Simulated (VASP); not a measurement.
# PbS (Galena) (Fm-3m) in VASP: further runs

Runs on PbS (Galena). Level: PBE. Tasks: relaxation of the atoms.

Everything below comes from runs of VASP 6.6.1. Logs are shortened: lines on timing, memory, paths and dates and some standing lists are left out, and cuts for length are marked.

**1. The crystal as given**

It takes space group Fm-3m (No. 225, cubic). Conventional cell: a = 6.007 Å, b = 6.007 Å, c = 6.007 Å, α = 90.00°, β = 90.00°, γ = 90.00°. Around Pb (site symmetry m-3m) lie 6 S at 3.00 Å. Around S (site symmetry m-3m) lie 6 Pb at 3.00 Å.

**2. Relaxation of the atoms, PBE (a relaxed cell with its volume scaled by 0.98)**

Input file INCAR:

```
ALGO = Fast
EDIFF = 1E-7
EDIFFG = -0.01
ENCUT = 600
GGA = PE
IBRION = 2
ISIF = 2
ISMEAR = 0
LASPH = T
LCHARG = F
LREAL = F
LWAVE = F
NELM = 80
NSW = 40
PREC = Accurate
SIGMA = 0.03
```

Input file KPOINTS:

```
k-points
0
Gamma
  8 8 8
```

Input file POSCAR:

```
PbS                                     
1.0
    0.0000000000      2.9835666752      2.9835666752
    2.9835666752      0.0000000000      2.9835666752
    2.9835666752      2.9835666752      0.0000000000
  Pb              S             
     1     1
Direct
     0.0000000000000000    0.0000000000000000    0.0000000000000000
     0.5000000000000000    0.5000000000000000    0.5000000000000000
```

Potentials or basis: VASP PAW PBE potentials, release 64 (Pb_d, S).

The run is started by

```sh
$ cat potpaw_PBE.64/Pb_d/POTCAR potpaw_PBE.64/S/POTCAR > POTCAR
$ mpirun -np 1 vasp_std > vasp.out
```

OUTCAR:

```text
EDIFF = 1E-7
   EDIFFG = -0.01
   ENCUT = 600
   GGA = PE
   IBRION = 2
   ISIF = 2
   ISMEAR = 0
   LASPH = T
   LREAL = F
   NELM = 80
   NSW = 40
   PREC = Accurate

 ion  position               nearest neighbor table
   1  0.000  0.000  0.000-   2 2.98   2 2.98   2 2.98   2 2.98   2 2.98   2 2.98
   2  0.500  0.500  0.500-   1 2.98   1 2.98   1 2.98   1 2.98   1 2.98   1 2.98

  LATTYP: Found a face centered cubic cell.
 ALAT       =     5.9671333504

  Lattice vectors:

 A1 = (   0.0000000000,   2.9835666752,   2.9835666752)
 A2 = (   2.9835666752,   0.0000000000,   2.9835666752)
 A3 = (   2.9835666752,   2.9835666752,   0.0000000000)

Analysis of symmetry for initial positions (statically):
=====================================================================
 Subroutine PRICEL returns:
 Original cell was already a primitive cell.

 Routine SETGRP: Setting up the symmetry group for a
 face centered cubic supercell.

 Subroutine GETGRP returns: Found 48 space group operations
 (whereof 48 operations were pure point group operations)
 out of a pool of 48 trial point group operations.

The static configuration has the point symmetry O_h .

Analysis of symmetry for dynamics (positions and initial velocities):
=====================================================================
 Subroutine PRICEL returns:
 Original cell was already a primitive cell.

 Routine SETGRP: Setting up the symmetry group for a
 face centered cubic supercell.

 Subroutine GETGRP returns: Found 48 space group operations
 (whereof 48 operations were pure point group operations)
 out of a pool of 48 trial point group operations.

The dynamic configuration has the point symmetry O_h .

 Subroutine INISYM returns: Found 48 space group operations
 (whereof 48 operations are pure point group operations),
 and found     1 'primitive' translations

----------------------------------------------------------------------------------------

                                     Primitive cell

  volume of cell :      53.1175

  direct lattice vectors                    reciprocal lattice vectors
     0.000000000  2.983566675  2.983566675    -0.167584658  0.167584658  0.167584658
     2.983566675  0.000000000  2.983566675     0.167584658 -0.167584658  0.167584658
     2.983566675  2.983566675  0.000000000     0.167584658  0.167584658 -0.167584658

  length of vectors
     4.219400456  4.219400456  4.219400456     0.290265142  0.290265142  0.290265142

  position of ions in fractional coordinates (direct lattice)
     0.000000000  0.000000000  0.000000000
     0.500000000  0.500000000  0.500000000

  ion indices of the primitive-cell ions
   primitive index   ion index
                 1           1
                 2           2

----------------------------------------------------------------------------------------

 KPOINTS: k-points

Automatic generation of k-mesh.
 Grid dimensions read from file:
 generate k-points for:    8    8    8

 Generating k-lattice:

  Cartesian coordinates                     Fractional coordinates (reciprocal lattice)
    -0.020948082  0.020948082  0.020948082     0.125000000  0.000000000  0.000000000
     0.020948082 -0.020948082  0.020948082     0.000000000  0.125000000  0.000000000
     0.020948082  0.020948082 -0.020948082     0.000000000  0.000000000  0.125000000

  Length of vectors
     0.036283143  0.036283143  0.036283143

  Shift w.r.t. Gamma in fractional coordinates (k-lattice)
     0.000000000  0.000000000  0.000000000

 Subroutine IBZKPT returns following result:
 ===========================================

 Found     29 irreducible k-points:

 Following reciprocal coordinates:
            Coordinates               Weight
  0.000000  0.000000  0.000000      1.000000
  0.125000  0.000000  0.000000      8.000000
  0.250000  0.000000  0.000000      8.000000
  0.375000  0.000000  0.000000      8.000000
  0.500000  0.000000  0.000000      4.000000
  0.125000  0.125000  0.000000      6.000000
[... 16 lines left out ...]
  0.500000  0.250000  0.125000     48.000000
 -0.375000  0.250000  0.125000     24.000000
 [... further k-points ...]
   k-points           NKPTS =     29   k-points in BZ     NKDIM =     29   number of bands    NBANDS=     14
   number of dos      NEDOS =    301   number of ions     NIONS =      2
   total plane-waves  NPLWV =  46656
   dimension x,y,z NGX =    36 NGY =   36 NGZ =   36
   dimension x,y,z NGXF=    72 NGYF=   72 NGZF=   72
   ions per type =               1   1
   NGX,Y,Z   is equivalent  to a cutoff of  14.18, 14.18, 14.18 a.u.
   NGXF,Y,Z  is equivalent  to a cutoff of  28.37, 28.37, 28.37 a.u.
 SYSTEM =  unknown system
   PREC   = accura    normal or accurate (medium, high low for compatibility)
   ISTART =      0    job   : 0-new  1-cont  2-samecut
   ICHARG =      2    charge: 1-file 2-atom 10-const
   ISPIN  =      1    spin polarized calculation?
   LNONCOLLINEAR =      F non collinear calculations
   LSORBIT =      F    spin-orbit coupling
   LASPH  =      T    aspherical Exc in radial PAW
   ENCUT  =  600.0 eV  44.10 Ry    6.64 a.u.   8.43  8.43  8.43*2*pi/ulx,y,z
   NELM   =     80;   NELMIN=  2; NELMDL= -5     # of ELM steps
   EDIFF  = 0.1E-06   stopping-criterion for ELM
   LREAL  =      F    real-space projection
   EDIFFG = -.1E-01   stopping-criterion for IOM
   NSW    =     40    number of steps for IOM
   IBRION =      2    ionic relax: 0-MD 1-quasi-New 2-CG
   NFREE  =      1    steps in history (QN), initial steepest desc. (CG)
   ISIF   =      2    stress and relaxation
   ISYM   =      2    0-nonsym 1-usesym 2-fastsym
   POTIM  = 0.5000    time-step for ionic-motion
   TEBEG  =    0.0;   TEEND  =   0.0 temperature during run
   PSTRESS=    0.0 pullay stress
   NELECT =      20.0000    total number of electrons
   NUPDOWN=      -1.0000    fix difference up-down
   EMIN   =  10.00;   EMAX   =-10.00  energy-range for DOS
   EFERMI =   0.00;   METHOD = LEGACY
   ISMEAR =     0;   SIGMA  =   0.03  broadening in eV -4-tet -1-fermi 0-gaus
   EFERMI_NEDOS =   21; number of points for ismear=-14 and -15
   IALGO  =     68    algorithm
   IMIX   =      4    mixing-type and parameters
     AMIX     =   0.40;   BMIX     =  1.00
     AMIX_MAG =   1.60;   BMIX_MAG =  1.00
  volume/ion in A,a.u.               =      26.56       179.23
  Fermi-wavevector in a.u.,A,eV,Ry     =   1.182150  2.233939 19.013836  1.397478
  Thomas-Fermi vector in A             =   2.318409
   LORBIT       =      0    0 simple, 1 ext, 2 COOP (PROOUT), +10 PAW based schemes
   GGA     = PE    functional components
   LHFCALC =     F    Hartree Fock is set to
   AEXX    =    0.0000 exact exchange contribution
   IVDW    =     0    specifies the selected vdW correction
   LEPSILON=     F    determine dielectric tensor
   LRPA    =     F    only Hartree local field effects (RPA)
 conjugate gradient relaxation of ions
 non-spin polarized calculation
 RMM-DIIS sequential band-by-band and
 Gauss-broadening in eV      SIGMA  =   0.03
  energy-cutoff  :      600.00
  volume of cell :       53.12
 maximum number of plane-waves:      1807
 NGX is ok and might be reduce to    36
   NGX = 17   NGY = 17   NGZ = 17

 number of electron      20.0000001 magnetization

 Free energy of the ion-electron system (eV)
  ---------------------------------------------------
  ext. energy  EPLUGINS =         0.00000000
  ---------------------------------------------------
  free energy    TOTEN  =        -8.76618873 eV

  energy without entropy =       -8.76618873  energy(sigma->0) =       -8.76618873

 E-fermi :   5.7656     XC(G=0):  -9.5980

 val. band max:        5.5684422137   @ k =   0.5000   0.0000   0.0000
 cond. band min:       5.9974570003   @ k =   0.5000   0.0000   0.0000
 fundamental gap:      0.4290147866
 Fermi energy:         5.7655978419

 k-point     1 :       0.0000    0.0000    0.0000
  band No.  band energies     occupation
      1     -11.2084      2.00000
      2     -11.2084      2.00000
      3     -11.2084      2.00000
      4     -11.1915      2.00000
      5     -11.1915      2.00000
      6      -7.8490      2.00000
      7      -0.4813      2.00000
      8       3.5032      2.00000
      9       3.5032      2.00000
     10       3.5032      2.00000
     11      10.7470      0.00000
     12      10.7474      0.00000
     13      10.7474      0.00000
     14      12.3638      0.00000

 k-point     2 :       0.1250    0.0000    0.0000
  band No.  band energies     occupation
      1     -11.2077      2.00000
      2     -11.2055      2.00000
      3     -11.2055      2.00000
      4     -11.1923      2.00000
      5     -11.1923      2.00000
      6      -7.7197      2.00000
      7      -0.9059      2.00000
      8       3.5435      2.00000
      9       3.5435      2.00000
     10       3.8183      2.00000
     11       9.5574      0.00000
     12       9.9958      0.00000
     13       9.9958      0.00000
     14      12.3050      0.00000

 k-point     3 :       0.2500    0.0000    0.0000
  band No.  band energies     occupation
      1     -11.2102      2.00000
      2     -11.2102      2.00000
      3     -11.2063      2.00000
      4     -11.1825      2.00000
      5     -11.1825      2.00000
      6      -7.3614      2.00000
      7      -1.8294      2.00000
      8       3.6579      2.00000
      9       3.6579      2.00000
     10       4.4462      2.00000
     11       7.9502      0.00000
     12       8.8164      0.00000
     13       8.8164      0.00000
     14      12.4764      0.00000
[... 324 lines left out ...]
 k-point    23 :       0.5000    0.2500    0.1250
  band No.  band energies     occupation
      1     -11.2496      2.00000
      2     -11.2060      2.00000
      3     -11.2005      2.00000
      4     -11.1763      2.00000
      5     -11.1658      2.00000
      6      -6.6450      2.00000
      7      -2.5441      2.00000
      8       2.2657      2.00000
      9       3.0252      2.00000
     10       4.4512      2.00000
     11       7.4442      0.00000
     12       8.7873      0.00000
     13       9.6920      0.00000
     14      12.6605      0.00000

 k-point    24 :      -0.3750    0.2500    0.1250
  band No.  band energies     occupation
      1     -11.2548      2.00000
      2     -11.2080      2.00000
      3     -11.1928      2.00000
      4     -11.1810      2.00000
      5     -11.1615      2.00000
      6      -6.4396      2.00000
      7      -2.8023      2.00000
      8       2.2607      2.00000
      9       2.6709      2.00000
     10       4.6268      2.00000
     11       7.1740      0.00000
     12       8.9908      0.00000
     13       9.5963      0.00000
     14      13.6034      0.00000

 [... further k-points ...]
[... 5 lines left out ...]
  --------------------------------------------------------------------------------------
  -------------------------------------------------------------------------------------
  Total        0.3764873      0.3764873      0.3764873      0.0000000      0.0000000      0.0000000
  in kB       11.3559563     11.3559563     11.3559563      0.0000000      0.0000000      0.0000000
  external PRESSURE =      11.3559563 kB  Pullay stress =       0.0000000 kB

 VOLUME and BASIS-vectors are now :
 -----------------------------------------------------------------------------
  energy-cutoff  :      600.00
  volume of cell :       53.12
      direct lattice vectors                 reciprocal lattice vectors
     0.000000000  2.983566675  2.983566675    -0.167584658  0.167584658  0.167584658
     2.983566675  0.000000000  2.983566675     0.167584658 -0.167584658  0.167584658
     2.983566675  2.983566675  0.000000000     0.167584658  0.167584658 -0.167584658

 POSITION                                       TOTAL-FORCE (eV/Angst)
 -----------------------------------------------------------------------------------
      0.00000      0.00000      0.00000         0.000000     -0.000000     -0.000000
      2.98357      2.98357      2.98357         0.000000      0.000000      0.000000
 -----------------------------------------------------------------------------------
    total drift:                                0.000000      0.000000      0.000000

  FREE ENERGIE OF THE ION-ELECTRON SYSTEM (eV)
  ---------------------------------------------------
  free  energy   TOTEN  =        -8.7661887305 eV

  energy  without entropy=       -8.7661887305  energy(sigma->0) =       -8.76618873

 reached required accuracy - stopping structural energy minimisation
```

It took 20 s on 1 thread of Intel Xeon 6975P-C (Granite Rapids), shared host; peak memory 0.21 GiB.

What came out:

```
Free energy             : -8.7662 eV
Pressure after relaxing : 1.1 GPa
Band gap on the k mesh  : 0.43 eV, direct
```

Final structure:
```
CELL_PARAMETERS angstrom
0.00000 2.98357 2.98357
2.98357 0.00000 2.98357
2.98357 2.98357 0.00000
ATOMIC_POSITIONS crystal
Pb 0.00000 0.00000 0.00000
S 0.50000 0.50000 0.50000
```

Levels at points of the mesh, in eV from the valence-band top:
| k point | band 6 | band 7 | band 8 | band 9 | band 10 | band 11 | band 12 | band 13 | band 14 |
| --- | --- | --- | --- | --- | --- | --- | --- | --- | --- |
| (0.00, 0.00, 0.00) | -13.42 | -6.05 | -2.07 | -2.07 | -2.07 | 5.18 | 5.18 | 5.18 | 6.80 |
| (0.50, 0.00, 0.00) | -12.22 | -8.73 | -1.69 | -1.69 | 0.00 | 0.43 | 2.02 | 2.02 | 8.66 |
| (0.50, 0.50, 0.00) | -11.82 | -7.16 | -5.02 | -3.31 | -3.31 | 3.96 | 5.53 | 5.63 | 5.63 |

Caveat: the relaxation stopped at its first step, so nothing moved; spin-orbit coupling is left out, which as a rule narrows the gap of such compounds by several tenths of an eV. A k mesh can miss the band edges.

**3. Relaxation of the atoms, PBE**

INCAR is that of step 2.

KPOINTS is that of step 2.

Input file POSCAR:

```
PbS                                     
1.0
    0.0000000000      3.0037265210      3.0037265210
    3.0037265210      0.0000000000      3.0037265210
    3.0037265210      3.0037265210      0.0000000000
  Pb              S             
     1     1
Direct
     0.0000000000000000    0.0000000000000000    0.0000000000000000
     0.5000000000000000    0.5000000000000000    0.5000000000000000
```

Potentials or basis: VASP PAW PBE potentials, release 64 (Pb_d, S).

The run is started by

```sh
$ cat potpaw_PBE.64/Pb_d/POTCAR potpaw_PBE.64/S/POTCAR > POTCAR
$ mpirun -np 1 vasp_std > vasp.out
```

OUTCAR:

```text
EDIFF = 1E-7
   EDIFFG = -0.01
   ENCUT = 600
   GGA = PE
   IBRION = 2
   ISIF = 2
   ISMEAR = 0
   LASPH = T
   LREAL = F
   NELM = 80
   NSW = 40
   PREC = Accurate

 ion  position               nearest neighbor table
   1  0.000  0.000  0.000-   2 3.00   2 3.00   2 3.00   2 3.00   2 3.00   2 3.00
   2  0.500  0.500  0.500-   1 3.00   1 3.00   1 3.00   1 3.00   1 3.00   1 3.00

  LATTYP: Found a face centered cubic cell.
 ALAT       =     6.0074530420

  Lattice vectors:

 A1 = (   0.0000000000,   3.0037265210,   3.0037265210)
 A2 = (   3.0037265210,   0.0000000000,   3.0037265210)
 A3 = (   3.0037265210,   3.0037265210,   0.0000000000)

[... 591 lines left out ...]
     14      13.3486      0.00000

 [... further k-points ...]
[... 5 lines left out ...]
  --------------------------------------------------------------------------------------
  -------------------------------------------------------------------------------------
  Total        0.0056441      0.0056441      0.0056441      0.0000000      0.0000000     -0.0000000
  in kB        0.1668369      0.1668369      0.1668369      0.0000000      0.0000000     -0.0000000
  external PRESSURE =       0.1668369 kB  Pullay stress =       0.0000000 kB

 VOLUME and BASIS-vectors are now :
 -----------------------------------------------------------------------------
  energy-cutoff  :      600.00
  volume of cell :       54.20
      direct lattice vectors                 reciprocal lattice vectors
     0.000000000  3.003726521  3.003726521    -0.166459895  0.166459895  0.166459895
     3.003726521  0.000000000  3.003726521     0.166459895 -0.166459895  0.166459895
     3.003726521  3.003726521  0.000000000     0.166459895  0.166459895 -0.166459895

 POSITION                                       TOTAL-FORCE (eV/Angst)
 -----------------------------------------------------------------------------------
      0.00000      0.00000      0.00000         0.000000     -0.000000     -0.000000
      3.00373      3.00373      3.00373         0.000000      0.000000      0.000000
 -----------------------------------------------------------------------------------
    total drift:                                0.000000      0.000000      0.000000

  FREE ENERGIE OF THE ION-ELECTRON SYSTEM (eV)
  ---------------------------------------------------
  free  energy   TOTEN  =        -8.7701039779 eV

  energy  without entropy=       -8.7701039779  energy(sigma->0) =       -8.77010398

 reached required accuracy - stopping structural energy minimisation
```

OSZICAR:

```text
N       E                     dE             d eps       ncg     rms          rms(c)
DAV:   1     0.168007271645E+03    0.16801E+03   -0.10619E+04   818   0.162E+03
DAV:   2     0.545617332603E+01   -0.16255E+03   -0.15861E+03   830   0.373E+02
DAV:   3    -0.889365871607E+01   -0.14350E+02   -0.14221E+02  1064   0.113E+02
DAV:   4    -0.927273030561E+01   -0.37907E+00   -0.37879E+00   906   0.213E+01
[... 10 lines left out ...]
RMM:  15    -0.877010347066E+01   -0.51634E-07   -0.11842E-05   829   0.232E-02    0.287E-02
RMM:  16    -0.877010357283E+01   -0.10218E-06   -0.65689E-07   680   0.885E-03    0.221E-02
RMM:  17    -0.877010372162E+01   -0.14879E-06   -0.29920E-07   629   0.563E-03    0.149E-02
RMM:  18    -0.877010397237E+01   -0.25075E-06   -0.21365E-07   608   0.359E-03    0.534E-03
RMM:  19    -0.877010397790E+01   -0.55338E-08   -0.41858E-08   520   0.252E-03
   1 F= -.87701040E+01 E0= -.87701040E+01  d E =-.877010E+01
```

CONTCAR:

```text
PbS
   1.00000000000000
     0.0000000000000000    3.0037265209999999    3.0037265209999999
     3.0037265209999999    0.0000000000000000    3.0037265209999999
     3.0037265209999999    3.0037265209999999    0.0000000000000000
  Pb              S
     1     1
Direct
     0.0000000000000000    0.0000000000000000    0.0000000000000000
     0.5000000000000000    0.5000000000000000    0.5000000000000000

  0.00000000E+00  0.00000000E+00  0.00000000E+00
  0.00000000E+00  0.00000000E+00  0.00000000E+00
```

It took 22 s on 1 thread of Intel Xeon 6975P-C (Granite Rapids), shared host; peak memory 0.21 GiB.

Results:

* Free energy: -8.7701 eV
* Pressure after relaxing: 0.0 GPa
* Band gap on the k mesh: 0.50 eV, direct

Final structure:
```xyz
2
Lattice="0.0000 3.0037 3.0037 3.0037 0.0000 3.0037 3.0037 3.0037 0.0000" Properties=species:S:1:pos:R:3 pbc="T T T"
Pb    0.0000    0.0000    0.0000
S     3.0037    3.0037    3.0037
```

Caveat: the relaxation stopped at its first step, so nothing moved; spin-orbit coupling is left out, which as a rule narrows the gap of such compounds by several tenths of an eV. A k mesh can miss the band edges.

(Continued in part 2 of 2.)
